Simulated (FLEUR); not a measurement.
# Sb (P6_3/mmc) in FLEUR: notebook, part 2 of 2

FLEUR MaX-R8.1 (later development tree).

## (5) Single point, PBE

Contents of inp.xml:

```xml
<?xml version="1.0" encoding="UTF-8" standalone="no"?>
<fleurInput fleurInputVersion="0.39">
   <comment>
      Sb                                                                                                  
   </comment>
   <calculationSetup>
      <cutoffs Kmax="5.0" Gmax="25.0" GmaxXC="25.0" numbands="0"/>
      <scfLoop itmax="60" minDistance="0.00001" maxIterBroyd="15" imix="Anderson" alpha="0.05" precondParam="0.0" spinf="2.0" sdNocoIR="T"/>
      <coreElectrons ctail="T" frcor="F" kcrel="0" coretail_lmax="0"/>
      <xcFunctional name="pbe" relativisticCorrections="F"/>
      <magnetism jspins="1"/>
      <soc l_soc="F" theta="0.0" phi="0.0" spav="F"/>
      <expertModes spex="0" secvar="F"/>
      <geometryOptimization l_f="F" forcealpha="1.0" forcemix="BFGS" epsdisp="0.00001" epsforce="0.00001"/>
      <ldaU l_linMix="F" mixParam="0.05" spinf="1.0"/>
   </calculationSetup>
   <cell>
      <bzIntegration valenceElectrons="42.0" mode="hist" fermiSmearingEnergy="0.00183747">
         <kPointListSelection listName="default-1"/>
         <!-- k-points included here -->
         <xi:include xmlns:xi="http://www.w3.org/2001/XInclude" href="kpts.xml"> </xi:include>
      </bzIntegration>
      <!-- symmetry operations included here -->
      <xi:include xmlns:xi="http://www.w3.org/2001/XInclude" href="sym.xml"> </xi:include>
      <bulkLattice scale="1.0">
         <bravaisMatrix>
            <row-1>    6.3391475472460419     0.0000000000000000     0.0000000000000000</row-1>
            <row-2>   -3.1695737736230210     5.4898628142036516     0.0000000000000000</row-2>
            <row-3>    0.0000000000000000     0.0000000000000000    10.3371054860639173</row-3>
         </bravaisMatrix>
      </bulkLattice>
   </cell>
   <atomSpecies>
      <species name="Antimony (Sb)" element="Sb" atomicNumber="51">
         <mtSphere radius="2.66" gridPoints="879" logIncrement="0.015"/>
         <atomicCutoffs lmax="13" lnonsphr="8"/>
         <electronConfig flipSpins="F">
            <coreConfig>(1s1/2) (2s1/2) (2p1/2) (2p3/2) (3s1/2) (3p1/2) (3p3/2) (4s1/2) (3d3/2) (3d5/2)</coreConfig>
            <valenceConfig>(4p1/2) (4p3/2) (5s1/2) (4d3/2) (4d5/2) (5p1/2) (5p3/2)</valenceConfig>
            <stateOccupation state="(5p1/2)" spinUp="0.500000" spinDown="0.500000"/>
            <stateOccupation state="(5p3/2)" spinUp="1.000000" spinDown="1.000000"/>
         </electronConfig>
         <energyParameters s="5" p="5" d="5" f="4"/>
         <lo type="SCLO" l="1" n="4" eDeriv="0"/>
         <lo type="SCLO" l="1" n="4" eDeriv="1"/>
         <lo type="SCLO" l="2" n="4" eDeriv="0"/>
         <lo type="SCLO" l="2" n="4" eDeriv="1"/>
         <lo type="SCLO" l="0" n="5" eDeriv="2"/>
         <lo type="SCLO" l="3" n="4" eDeriv="2"/>
      </species>
   </atomSpecies>
   <atomGroups>
      <atomGroup species="Antimony (Sb)">
         <relPos label="                   1">-1.000/3.000 1.000/3.000 -1.000/4.000</relPos>
         <relPos label="                   2">1.000/3.000 -1.000/3.000 1.000/4.000</relPos>
         <force calculate="T" relaxXYZ="TTT"/>
      </atomGroup>
   </atomGroups>
   <output dos="F" band="F" slice="F">
      <checks vchk="F" cdinf="F"/>
      <bandDOS minEnergy="-.5*Htr" maxEnergy="0.5*Htr" sigma="0.015" storeEVData="T"/>
      <vacuumDOS vacdos="F" integ="F" star="F" nstars="0" locx1="0.0" locy1="0.0" locx2="0.0" locy2="0.0" nstm="0" tworkf="0.0"/>
      <unfoldingBand unfoldBand="F" supercellX="1" supercellY="1" supercellZ="1"/>
      <plotting iplot="0" polar="F">
         <plot TwoD="T" vec1="  1.0  0.0  0.0" vec2="  0.0  1.0  0.0" vec3="  0.0  0.0  1.0" zero="  0.0  0.0  0.0" file="plot"/>
      </plotting>
      <chargeDensitySlicing numkpt="0" minEigenval="0.0" maxEigenval="0.0" nnne="0" pallst="F"/>
      <specialOutput eonly="F"/>
      <moessbauerParams electricFieldGradient="T" isomerShift="T" coreHyperfine="T" valenceHyperfine="T"/>
      <magneticCircularDichroism mcd="F" energyLo="-10.0" energyUp="0.0"/>
   </output>
  <!-- We include the file relax.xml here to enable relaxations (see documentation) -->
  <xi:include xmlns:xi="http://www.w3.org/2001/XInclude" href="relax.xml"> <xi:fallback/> </xi:include>
</fleurInput>
```

Contents of crystal.txt:

```
Sb
&input cartesian=F /
3.3545324186  0.0000000000  0.0000000000
-1.6772662093  2.9051102923  0.0000000000
0.0000000000  0.0000000000  5.4701606500
1.8897261246
1.0 1.0 1.0

2
51 0.6666666666  0.3333333332  0.7500000000
51 0.3333333332  0.6666666666  0.2500000000

&kpt div1=9 div2=9 div3=5 gamma=T /
```

Potentials or basis: all-electron, FLAPW.

On the command line:

```bash
$ inpgen -f crystal.txt -profile precise
$ # inp.xml edited to the form shown
$ fleur_MPI
```

Log:

```text
Welcome to FLEUR        (www.flapw.de)
      MaX-Release 8.1          (www.max-centre.eu)

 ========== k-point set info ==========
 Selected k-point list: default-1
 k-point list type: mesh
 9 x 9 x 5
 Number of k points: 36

 ------------Calculation Setup---------------------------
 Number of MPI-tasks      :            1
 Number of PE/node        :            1
 Number of OMP-threads    :            1
 Most efficient MPI parallelization for:
           1           2           3           4           6           9          12          18          36
 Additional eigenvalue parallelization possible
 Number of basis functions:          855
 Approximate size of matrices (H+S) per k-point:         0.011 GB
 --------------------------------------------------------
 Iteration:     1   Distance:       4.62699867 me/bohr^3
 Iteration:     2   Distance:       4.33387624 me/bohr^3
 Iteration:     3   Distance:       1.24154890 me/bohr^3
 Iteration:     4   Distance:       0.12418189 me/bohr^3
 Iteration:     5   Distance:       0.11337321 me/bohr^3
 Iteration:     6   Distance:       0.00827585 me/bohr^3
 Iteration:     7   Distance:       0.00260356 me/bohr^3
 Iteration:     8   Distance:       0.00151922 me/bohr^3
 Iteration:     9   Distance:       0.00009324 me/bohr^3
 Iteration:    10   Distance:       0.00005405 me/bohr^3
 Iteration:    11   Distance:       0.00001654 me/bohr^3
 Iteration:    12   Distance:       0.00000132 me/bohr^3

 ********************************************************************
 Run finished successfully
 Stop message:
   all done
 ********************************************************************
```

out.xml (last iteration):

```text
<iteration numberForCurrentRun="   12" overallNumber="   12">
         <energyParameters units="Htr">
            <atomicEP atomType="1" spin="1" branch="5s" branchLowest="-4.97" branchHighest="0.55" value="-0.0143661075"/>
            <atomicEP atomType="1" spin="1" branch="5p" branchLowest="-3.24" branchHighest="1.16" value="0.2455249916"/>
            <atomicEP atomType="1" spin="1" branch="5d" branchLowest="-0.72" branchHighest="2.26" value="0.4721284522"/>
            <atomicEP atomType="1" spin="1" branch="4f" branchLowest="-9.99" branchHighest="1.73" value="0.6252893780"/>
[... 98 lines left out ...]
            </atomTypeDependentContributions>
            <tkbTimesEntropy value="0.0004407349"/>
            <freeEnergy value="-12967.1468100428"/>
            <extrapolationTo0K value="-12967.1465896754"/>
         </totalEnergy>
         <densityConvergence units="me/bohr^3">
            <chargeDensity spin="1" distance="0.0000013214"/>
         </densityConvergence>
      </iteration>
```

Wall time 1.7 min (1 thread of Arm Neoverse V2, shared host); peak memory 0.14 GiB.

Results:

| Item | Value |
| --- | --- |
| Free energy | -352854.0404 eV |
| Band gap on the k mesh | none (metal or under the smearing width) |
| Valence electrons inside the program's atomic spheres | Sb 19.03 (radii Sb 2.66 bohr) |

Core levels (eV from the Fermi level):
```tsv
atom	levels
1 Sb	1s1/2 -30281.5, 2s1/2 -4603.1, 2p1/2 -4306.0, 2p3/2 -4054.1, 3s1/2 -899.1, 3p1/2 -777.7, 3p3/2 -731.2, 4s1/2 -144.5, 3d3/2 -516.9, 3d5/2 -507.3
2 Sb	1s1/2 -30281.5, 2s1/2 -4603.1, 2p1/2 -4306.0, 2p3/2 -4054.1, 3s1/2 -899.1, 3p1/2 -777.7, 3p3/2 -731.2, 4s1/2 -144.5, 3d3/2 -516.9, 3d5/2 -507.3
```

The run has no spin-orbit coupling, so splittings on Sb are missing.

## (6) Single point, PBE

inp.xml, as its differences from that of step 5:

```diff
@@ -6,3 +6,3 @@
    <calculationSetup>
-      <cutoffs Kmax="5.0" Gmax="25.0" GmaxXC="25.0" numbands="0"/>
+      <cutoffs Kmax="4.1" Gmax="12.7" GmaxXC="12.7" numbands="0"/>
       <scfLoop itmax="60" minDistance="0.00001" maxIterBroyd="15" imix="Anderson" alpha="0.05" precondParam="0.0" spinf="2.0" sdNocoIR="T"/>
@@ -35,3 +35,3 @@
          <mtSphere radius="2.66" gridPoints="879" logIncrement="0.015"/>
-         <atomicCutoffs lmax="13" lnonsphr="8"/>
+         <atomicCutoffs lmax="10" lnonsphr="10"/>
          <electronConfig flipSpins="F">
```

crystal.txt is that of step 5.

Potentials or basis: all-electron, FLAPW.

On the command line:

```bash
$ inpgen -f crystal.txt -profile fastHighL
$ # inp.xml edited to the form shown
$ fleur_MPI
```

It took 32 s on 1 thread of Arm Neoverse V2, shared host; peak memory 0.07 GiB.

The run converged. Its results:

```yaml
Free_energy: -352854.0385 eV
Band_gap_on_the_k_mesh: none (metal or under the smearing width)
Valence_electrons_inside_the_program's_atomic_spheres: Sb 19.03 (radii Sb 2.66 bohr)
```

Levels at points of the mesh, in eV from the Fermi level:
| k point | band 17 | band 18 | band 19 | band 20 | band 21 | band 22 | band 23 | band 24 | band 25 | band 26 |
| --- | --- | --- | --- | --- | --- | --- | --- | --- | --- | --- |
| (0.00, 0.00, 0.00) | -12.91 | -9.07 | -5.79 | 3.70 | 3.70 | 5.35 | 5.35 | 5.59 | 7.96 | 9.17 |

Core levels (eV from the Fermi level):
| atom | levels |
| --- | --- |
| 1 Sb | 1s1/2 -30281.5, 2s1/2 -4603.1, 2p1/2 -4306.0, 2p3/2 -4054.2, 3s1/2 -899.1, 3p1/2 -777.7, 3p3/2 -731.2, 4s1/2 -144.5, 3d3/2 -516.9, 3d5/2 -507.3 |
| 2 Sb | 1s1/2 -30281.5, 2s1/2 -4603.1, 2p1/2 -4306.0, 2p3/2 -4054.2, 3s1/2 -899.1, 3p1/2 -777.7, 3p3/2 -731.2, 4s1/2 -144.5, 3d3/2 -516.9, 3d5/2 -507.3 |

The run has no spin-orbit coupling, so splittings on Sb are missing.

## (7) Overview

```tsv
inpgen profile	gmax	lmax	lnonsphr	kmax	gap on the mesh (eV)
veryFastHighL	17.5 1/bohr	Sb 9	Sb 7	3.5 1/bohr	none
fast	20 1/bohr	Sb 7	Sb 5	4 1/bohr	none
moderate	22.5 1/bohr	Sb 10	Sb 8	4.5 1/bohr	none
precise	25 1/bohr	Sb 13	Sb 8	5 1/bohr	none
-	12.7 1/bohr	Sb 10	Sb 10	4.1 1/bohr	none
```

Alike in all rows: task single point; level PBE; potentials or basis all-electron, FLAPW; no spin polarisation; cell as given; k mesh 9 × 9 × 5; smearing fermi-dirac 0.05 eV.

Every run on the cell as given and a fine mesh finds a metal.

Compare energies only between runs with the same functional and basis.
